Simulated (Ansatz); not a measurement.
BaTiO$_{3}$, DFT, PBE, all-electron LAPW, scalar-relativistic (Ansatz 0.2.0), run on 2 threads of Intel(R) Xeon(R) Platinum 8488C (Sapphire Rapids) on a shared host.

The cell is COD entry 2100858, as deposited and not checked against the literature; nothing was relaxed. The listed cell was then made from it by scaling, straining or moving an atom.

Command: `ansatz run input.yaml --threads 2 --pin off --max-ram 6144MiB --backend cpu --events-out ev --progress --plain --runs-dir out`

```yaml
crystal:
  lattice:
    - [3.9998, 0.039998, 0.039998]
    - [0.039998, 3.9998, 0.039998]
    - [0.04018, 0.04018, 4.018]
  atoms:
    - { symbol: Ba, position: [0.0, 0.0, 0.0] }
    - { symbol: Ti, position: [0.5, 0.5, 0.482] }
    - { symbol: O, position: [0.5, 0.5, 0.016] }
    - { symbol: O, position: [0.5, 0.0, 0.515] }
    - { symbol: O, position: [0.0, 0.5, 0.515] }
kpoints:
  mp_grid: { grid: [7, 7, 7] }
  band_path:
    path:
      - [0.0, 0.0, 0.0]
      - [0.4903402537, -0.4903402537, 0.0]
      - [-0.4903402537, -0.5096597463, 0.0]
      - [-0.5, -0.5, 0.0]
      - [0.0, 0.0, 0.0]
      - [-0.5, -0.5, -0.5]
      - [-0.4807242624, -0.5192757376, -0.5]
      - [0.4807242624, -0.4807242624, -0.5]
      - [0.0, 0.0, -0.5]
    npoints: 5
scf:
  occupations: { method: fermi_dirac, width: 0.08 }
hamiltonian:
  xc: pbe
  pseudopotentials: { kind: all_electron, lapw: { basis_error: 0.001 } }
output:
  forces: true
  stress: true
  eigenvalues: true
```

Question: How large is the problem that the program sets up?

Answer: 100 irreducible k-points, 1359 plane waves at Γ, 44 bands.

Question: About how long does it take, and how much memory does it use?

Answer: 99 s of wall time for 10 SCF iterations, with a peak of 1 GiB. Times on shared machines scatter by tens of per cent.
